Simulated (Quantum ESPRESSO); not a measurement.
# BN (P6_3/mmc) in Quantum ESPRESSO: notebook, part 2 of 2

Quantum ESPRESSO 7.5. Earlier steps stand in the parts before.

### Step 3. Phonons, PBE

Contents of pw.in:

```
&CONTROL
  calculation = 'scf'
  prefix = 'pwscf'
  outdir = './tmp'
  pseudo_dir = './pseudo'
  tprnfor = .true.
  tstress = .true.
  disk_io = 'low'
/
&SYSTEM
  ibrav = 0
  celldm(1) = 8
  nat = 4
  ntyp = 2
  ecutwfc = 84
  nbnd = 14
  occupations = 'smearing'
  smearing = 'fd'
  degauss = 0.00367493
/
&ELECTRONS
  conv_thr = 8d-10
  electron_maxstep = 120
  mixing_beta = 0.5
/
ATOMIC_SPECIES
N     14.0070 N.upf
B     10.8100 B.upf
CELL_PARAMETERS alat
  0.5901236741981   0.0000000000000   0.0000000000000
 -0.2950618370991   0.5110620932419   0.0000000000000
  0.0000000000000   0.0000000000000   1.5674569556474
ATOMIC_POSITIONS crystal
N      0.6666666667    0.3333333333    0.2500000000
N      0.3333333333    0.6666666667    0.7500000000
B      0.6666666667    0.3333333333    0.7500000000
B      0.3333333333    0.6666666667    0.2500000000
K_POINTS automatic
8 8 2 0 0 1
```

Contents of relax.in:

```
&CONTROL
  calculation = 'vc-relax'
  prefix = 'pwscf'
  outdir = './tmp'
  pseudo_dir = './pseudo'
  tprnfor = .true.
  tstress = .true.
  disk_io = 'low'
  nstep = 40
  forc_conv_thr = 0.0001
  etot_conv_thr = 1d-06
/
&SYSTEM
  ibrav = 0
  celldm(1) = 8
  nat = 4
  ntyp = 2
  ecutwfc = 84
  nbnd = 14
  occupations = 'smearing'
  smearing = 'fd'
  degauss = 0.00367493
/
&ELECTRONS
  conv_thr = 8d-10
  electron_maxstep = 120
  mixing_beta = 0.5
/
&IONS
  ion_dynamics = 'bfgs'
/
&CELL
  cell_dynamics = 'bfgs'
  press = 0
  press_conv_thr = 0.2
/
ATOMIC_SPECIES
N     14.0070 N.upf
B     10.8100 B.upf
CELL_PARAMETERS alat
  0.5901236741981   0.0000000000000   0.0000000000000
 -0.2950618370991   0.5110620932419   0.0000000000000
  0.0000000000000   0.0000000000000   1.5674569556474
ATOMIC_POSITIONS crystal
N      0.6666666667    0.3333333333    0.2500000000
N      0.3333333333    0.6666666667    0.7500000000
B      0.6666666667    0.3333333333    0.7500000000
B      0.3333333333    0.6666666667    0.2500000000
K_POINTS automatic
8 8 2 0 0 1
```

Contents of scf2.in:

```
&CONTROL
  calculation = 'scf'
  prefix = 'pwscf'
  outdir = './tmp'
  pseudo_dir = './pseudo'
  tprnfor = .true.
  tstress = .true.
  disk_io = 'low'
/
&SYSTEM
  ibrav = 0
  celldm(1) = 8
  nat = 4
  ntyp = 2
  ecutwfc = 84
  nbnd = 14
  occupations = 'fixed'
/
&ELECTRONS
  conv_thr = 1d-13
  electron_maxstep = 120
  mixing_beta = 0.5
  startingpot = 'file'
  startingwfc = 'file'
/
ATOMIC_SPECIES
N     14.0070 N.upf
B     10.8100 B.upf
CELL_PARAMETERS alat
  0.5930868987533   0.0000000000000   0.0000000000000
 -0.2965434493767   0.5136283209721   0.0000000000000
  0.0000000000000   0.0000000000000   1.7591228163653
ATOMIC_POSITIONS crystal
N      0.6666666666    0.3333333332    0.2500000000
N      0.3333333332    0.6666666666    0.7500000000
B      0.6666666666    0.3333333332    0.7500000000
B      0.3333333332    0.6666666666    0.2500000000
K_POINTS automatic
8 8 2 0 0 1
```

Contents of ph.in:

```
phonons of BN
&INPUTPH
  prefix = 'pwscf'
  outdir = './tmp'
  tr2_ph = 1d-18
  fildyn = 'dyn'
  niter_ph = 90
  alpha_mix(1) = 0.7
/
0.5620311863 0.9734665702 0.0000000000
```

Potentials or basis: PseudoDojo 0.4.1 SR PBE standard.

Run with:

```sh
> OMP_NUM_THREADS=1 mpirun -n 4 pw.x -nk 2 -in pw.in > pw.out
> OMP_NUM_THREADS=1 mpirun -n 4 pw.x -nk 2 -in relax.in > relax.out
> OMP_NUM_THREADS=1 mpirun -n 4 pw.x -nk 2 -in scf2.in > scf2.out
> OMP_NUM_THREADS=1 mpirun -n 4 ph.x -nk 2 -in ph.in > ph.out
```

pw.out:

```text
This program is part of the open-source Quantum ESPRESSO suite
     for quantum simulation of materials; please cite
[... 6 lines left out ...]
     using ibrav=0 with symmetry is DISCOURAGED, use correct ibrav instead

     K-points division:     npool     =       2
     Subspace diagonalization in iterative solution of the eigenvalue problem:
     a serial algorithm will be used

     --------------------
     sticks:   dense  smooth     PW     G-vecs:    dense   smooth      PW
     Min         255     255     75                12589    12589    2045
     Max         256     256     76                12594    12594    2056
     Sum         511     511    151                25183    25183    4101

     Using Slab Decomposition

     bravais-lattice index     =            0
     lattice parameter (alat)  =       8.0000  a.u.
     unit-cell volume          =     242.0373 (a.u.)^3
     number of atoms/cell      =            4
     number of atomic types    =            2
     number of electrons       =        16.00
     number of Kohn-Sham states=           14
     kinetic-energy cutoff     =      84.0000  Ry
     charge density cutoff     =     336.0000  Ry
     scf convergence threshold =      8.0E-10
     mixing beta               =       0.5000
     number of iterations used =            8  plain     mixing
     Exchange-correlation= PBE
                           (   1   4   3   4   0   0   0)

     celldm(1)=   8.000000  celldm(2)=   0.000000  celldm(3)=   0.000000
     celldm(4)=   0.000000  celldm(5)=   0.000000  celldm(6)=   0.000000

[... 62 lines left out ...]
     Starting wfcs are   16 randomized atomic wfcs

     Self-consistent Calculation

     iteration #  1     ecut=    84.00 Ry     beta= 0.50
     Davidson diagonalization with overlap
     ethr =  1.00E-02,  avg # of iterations =  6.3

     total energy              =     -53.47360506 Ry
     estimated scf accuracy    <       0.75278251 Ry
[... 57 lines left out ...]
     iteration # 10     ecut=    84.00 Ry     beta= 0.50
     Davidson diagonalization with overlap
     ethr =  9.29E-12,  avg # of iterations =  3.9

     End of self-consistent calculation

          k = 0.0000 0.0000 0.1595 (  3109 PWs)   bands (ev):

   -13.0033 -12.7945  -1.2069   0.2727   3.4492   3.4492   3.4752   3.4752
    10.7766  14.2307  16.4969  16.4969  16.5844  16.5844
[... 13 lines left out ...]
   -10.5932 -10.4640  -2.9144  -2.8541   0.9335   0.9776   2.2137   3.3197
    10.7867  11.5235  14.1333  15.0480  16.7000  18.9195

          k = 0.0000-0.9784 0.1595 (  3160 PWs)   bands (ev):

    -9.8103  -9.7602  -4.1494  -4.1048   0.6130   0.6585   3.4895   4.2096
     9.1877  10.1520  14.6232  14.9073  17.9063  18.5670

          k = 0.2118 0.3669 0.1595 (  3130 PWs)   bands (ev):
[... 21 lines left out ...]
    -9.3305  -9.3007  -3.4820  -3.4086  -1.8086  -1.7646   4.3541   4.7464
     9.4772   9.8370  16.4222  17.6709  18.0099  18.3685

     the Fermi energy is     7.0734 ev

!    total energy              =     -53.62998005 Ry
     estimated scf accuracy    <          1.6E-10 Ry
     smearing contrib. (-TS)   =       0.00000000 Ry
     internal energy E=F+TS    =     -53.62998005 Ry

     The total energy is F=E-TS. E is the sum of the following terms:
     one-electron contribution =     -15.93276311 Ry
     hartree contribution      =      16.41458206 Ry
     xc contribution           =     -17.36753285 Ry
     ewald contribution        =     -36.74426616 Ry

     convergence has been achieved in  10 iterations

     Forces acting on atoms (cartesian axes, Ry/au):

     atom    1 type  1   force =     0.00000000   -0.00000000    0.00000000
     atom    2 type  1   force =    -0.00000000   -0.00000000   -0.00000000
     atom    3 type  2   force =     0.00000000    0.00000000    0.00000000
     atom    4 type  2   force =    -0.00000000    0.00000000   -0.00000000

     Total force =     0.000000     Total SCF correction =     0.000000

     Computing stress (Cartesian axis) and pressure

          total   stress  (Ry/bohr**3)                   (kbar)     P=       47.12
   0.00038170   0.00000000   0.00000000           56.15        0.00        0.00
   0.00000000   0.00038170   0.00000000            0.00       56.15        0.00
   0.00000000  -0.00000000   0.00019763            0.00       -0.00       29.07

=------------------------------------------------------------------------------=
   JOB DONE.
=------------------------------------------------------------------------------=
```

relax.out:

```text
This program is part of the open-source Quantum ESPRESSO suite
     for quantum simulation of materials; please cite
[... 6 lines left out ...]
     using ibrav=0 with symmetry is DISCOURAGED, use correct ibrav instead

     K-points division:     npool     =       2
[... 428 lines left out ...]
   0.00000757   0.00000000   0.00000000            1.11        0.00        0.00
   0.00000000   0.00000757   0.00000000            0.00        1.11        0.00
   0.00000000   0.00000000   0.00004059            0.00        0.00        5.97

=------------------------------------------------------------------------------=
   JOB DONE.
=------------------------------------------------------------------------------=
```

scf2.out:

```text
This program is part of the open-source Quantum ESPRESSO suite
     for quantum simulation of materials; please cite
[... 6 lines left out ...]
     using ibrav=0 with symmetry is DISCOURAGED, use correct ibrav instead

     K-points division:     npool     =       2
[... 202 lines left out ...]
   0.00000756   0.00000000  -0.00000000            1.11        0.00       -0.00
   0.00000000   0.00000756  -0.00000000            0.00        1.11       -0.00
  -0.00000000  -0.00000000   0.00004057           -0.00       -0.00        5.97

=------------------------------------------------------------------------------=
   JOB DONE.
=------------------------------------------------------------------------------=
```

Wall time 4.1 min (4 MPI ranks of Intel Xeon at 2.50GHz (Skylake/Cascade Lake), shared host); peak memory 0.36 GiB.

What came out:

```
Free energy                                 : -729.7207 eV
Relaxed volume                              : 10.16 Å³/atom
Relaxed cell                                : a = 2.511 Å, b = 2.511 Å, c = 7.447 Å, α = 90.00°, β = 90.00°, γ = 120.00°
Space group after relaxing (to 0.05 Å)      : P6_3/mmc (No. 194)
Pressure after relaxing                     : 0.3 GPa
Highest phonon frequency at the q point run : 1262 cm⁻¹
```

Step by step:
```
step  energy change (eV)  largest force (eV/Å)  pressure (GPa)  volume (Å³)
   1              0.0000                0.0000            4.71        35.87
   2             -0.0051                0.0000           -2.11        36.73
   3             -0.0116                0.0000            0.36        36.60
   4             -0.0160                0.0000            1.39        36.77
   5             -0.0214                0.0000            1.88        37.14
   6             -0.0283                0.0000            1.98        37.76
   7             -0.0361                0.0000            1.63        38.76
   8             -0.0420                0.0000            0.62        40.31
   9             -0.0423                0.0000            0.18        40.67
  10             -0.0424                0.0000            0.06        40.67
  11             -0.0424                0.0000            0.00        40.66
```

Final structure:
```yaml
crystal:
  lattice:
    - [2.51078, 0.00000, 0.00000]
    - [-1.25539, 2.17440, 0.00000]
    - [0.00000, 0.00000, 7.44710]
  atoms:
    - { symbol: N, position: [0.66667, 0.33333, 0.25000] }
    - { symbol: N, position: [0.33333, 0.66667, 0.75000] }
    - { symbol: B, position: [0.66667, 0.33333, 0.75000] }
    - { symbol: B, position: [0.33333, 0.66667, 0.25000] }
```

Levels at points of the mesh, in eV from the valence-band top:
```
           k point  band 4  band 5  band 6  band 7  band 8  band 9  band 10  band 11  band 12  band 13
(0.00, 0.00, 0.25)   -4.68   -1.25   -1.25   -1.25   -1.25    5.33     8.15    11.71    11.71    11.74
```

Phonon frequencies in cm⁻¹ (negative: imaginary):
```csv
q point,frequencies
"(0.333, 0.333, 0.000)",316 316 593 593 868 870 1055 1055 1173 1173 1261 1262
```

Phonon modes at q = (0.333, 0.333, 0.000) in reciprocal lattice units:
```csv
mode,symmetry,cm⁻¹
1,E'',316
2,E'',316
3,E'',593
4,E'',593
5,A'_2,868
6,A'_1,870
7,E',1055
8,E',1055
9,E',1173
10,E',1173
11,A'_2,1261
12,A'_1,1262
```

Caveat: the k mesh is coarse (spacing up to 0.47 Å⁻¹), so the values aren't converged; the layers were relaxed without a dispersion term, so their spacing and the soft interlayer modes are unreliable; this functional lacks dispersion, which binds the layers, so the pressure and a relaxed spacing across them are unreliable.

### Step 4. Phonons, PBE

pw.in is that of step 3.

relax.in is that of step 3.

scf2.in: that of step 3 with these lines changed.

```diff
@@ -29,5 +29,5 @@
 CELL_PARAMETERS alat
-  0.5930868987533   0.0000000000000   0.0000000000000
- -0.2965434493767   0.5136283209721   0.0000000000000
-  0.0000000000000   0.0000000000000   1.7591228163653
+  0.5930868974491  -0.0000000000068   0.0000000000000
+ -0.2965434487187   0.5136283198461   0.0000000000000
+  0.0000000000000   0.0000000000000   1.7591228149007
 ATOMIC_POSITIONS crystal
```

ph.in: that of step 3 with these lines changed.

```diff
@@ -9,2 +9,2 @@
 /
-0.5620311863 0.9734665702 0.0000000000
+0.8430467814 0.4867332862 0.2842325708
```

Potentials or basis: PseudoDojo 0.4.1 SR PBE standard.

Run with:

```sh
> OMP_NUM_THREADS=1 mpirun -n 4 pw.x -nk 2 -in pw.in > pw.out
> OMP_NUM_THREADS=1 mpirun -n 4 pw.x -nk 2 -in relax.in > relax.out
> OMP_NUM_THREADS=1 mpirun -n 4 pw.x -nk 2 -in scf2.in > scf2.out
> OMP_NUM_THREADS=1 mpirun -n 4 ph.x -nk 2 -in ph.in > ph.out
```

pw.out:

```text
This program is part of the open-source Quantum ESPRESSO suite
     for quantum simulation of materials; please cite
[... 6 lines left out ...]
     using ibrav=0 with symmetry is DISCOURAGED, use correct ibrav instead

     K-points division:     npool     =       2
     Subspace diagonalization in iterative solution of the eigenvalue problem:
     a serial algorithm will be used

     --------------------
     sticks:   dense  smooth     PW     G-vecs:    dense   smooth      PW
     Min         255     255     75                12589    12589    2045
     Max         256     256     76                12594    12594    2056
     Sum         511     511    151                25183    25183    4101

     Using Slab Decomposition

     bravais-lattice index     =            0
     lattice parameter (alat)  =       8.0000  a.u.
     unit-cell volume          =     242.0373 (a.u.)^3
     number of atoms/cell      =            4
     number of atomic types    =            2
[... 171 lines left out ...]
     9.1877  10.1520  14.6232  14.9073  17.9063  18.5670

          k = 0.2118 0.3669 0.1595 (  3130 PWs)   bands (ev):
[... 21 lines left out ...]
    -9.3305  -9.3007  -3.4820  -3.4086  -1.8086  -1.7646   4.3541   4.7464
     9.4772   9.8370  16.4222  17.6709  18.0099  18.3685

     the Fermi energy is     7.0734 ev

!    total energy              =     -53.62998005 Ry
     estimated scf accuracy    <          1.6E-10 Ry
     smearing contrib. (-TS)   =       0.00000000 Ry
     internal energy E=F+TS    =     -53.62998005 Ry

     The total energy is F=E-TS. E is the sum of the following terms:
     one-electron contribution =     -15.93276311 Ry
     hartree contribution      =      16.41458206 Ry
     xc contribution           =     -17.36753285 Ry
     ewald contribution        =     -36.74426616 Ry

     convergence has been achieved in  10 iterations

     Forces acting on atoms (cartesian axes, Ry/au):

     atom    1 type  1   force =    -0.00000000   -0.00000000    0.00000000
     atom    2 type  1   force =    -0.00000000   -0.00000000    0.00000000
     atom    3 type  2   force =     0.00000000    0.00000000   -0.00000000
     atom    4 type  2   force =    -0.00000000   -0.00000000    0.00000000

     Total force =     0.000000     Total SCF correction =     0.000000

     Computing stress (Cartesian axis) and pressure

          total   stress  (Ry/bohr**3)                   (kbar)     P=       47.12
   0.00038170   0.00000000   0.00000000           56.15        0.00        0.00
   0.00000000   0.00038170   0.00000000            0.00       56.15        0.00
   0.00000000   0.00000000   0.00019763            0.00        0.00       29.07

=------------------------------------------------------------------------------=
   JOB DONE.
=------------------------------------------------------------------------------=
```

scf2.out:

```text
This program is part of the open-source Quantum ESPRESSO suite
     for quantum simulation of materials; please cite
[... 6 lines left out ...]
     using ibrav=0 with symmetry is DISCOURAGED, use correct ibrav instead

     K-points division:     npool     =       2
[... 202 lines left out ...]
   0.00000756   0.00000000   0.00000000            1.11        0.00        0.00
   0.00000000   0.00000756   0.00000000            0.00        1.11        0.00
   0.00000000   0.00000000   0.00004057            0.00        0.00        5.97

=------------------------------------------------------------------------------=
   JOB DONE.
=------------------------------------------------------------------------------=
```

It took 6.1 min on 4 MPI ranks of Intel Xeon at 2.50GHz (Skylake/Cascade Lake), shared host; peak memory 0.36 GiB.

What came out:

```yaml
Free_energy: -729.7207 eV
Relaxed_volume: 10.16 Å³/atom
Relaxed_cell: a = 2.511 Å, b = 2.511 Å, c = 7.447 Å, α = 90.00°, β = 90.00°, γ = 120.00°
Space_group_after_relaxing_to_0.05_Å: P6_3/mmc (No. 194)
Pressure_after_relaxing: 0.3 GPa
Highest_phonon_frequency_at_the_q_point_run: 1287 cm⁻¹
```

Step by step:
```tsv
step	energy change (eV)	largest force (eV/Å)	pressure (GPa)	volume (Å³)
1	0.0000	0.0000	4.71	35.87
2	-0.0051	0.0000	-2.11	36.73
3	-0.0116	0.0000	0.36	36.60
4	-0.0160	0.0000	1.39	36.77
5	-0.0214	0.0000	1.88	37.14
6	-0.0283	0.0000	1.98	37.76
7	-0.0361	0.0000	1.63	38.76
8	-0.0420	0.0000	0.62	40.31
9	-0.0423	0.0000	0.18	40.67
10	-0.0424	0.0000	0.06	40.67
11	-0.0424	0.0000	0.00	40.66
```

Final structure:
```xyz
4
Lattice="2.5108 0.0000 0.0000 -1.2554 2.1744 0.0000 0.0000 0.0000 7.4471" Properties=species:S:1:pos:R:3 pbc="T T T"
N     1.2554    0.7248    1.8618
N     0.0000    1.4496    5.5853
B     1.2554    0.7248    5.5853
B     0.0000    1.4496    1.8618
```

Phonon frequencies in cm⁻¹ (negative: imaginary):
| q point | frequencies |
| --- | --- |
| (0.500, 0.000, 0.500) | 309 309 550 550 628 628 1150 1150 1247 1247 1287 1287 |

Caveat: the k mesh is coarse (spacing up to 0.47 Å⁻¹), so the values aren't converged; the layers were relaxed without a dispersion term, so their spacing and the soft interlayer modes are unreliable; this functional lacks dispersion, which binds the layers, so the pressure and a relaxed spacing across them are unreliable.
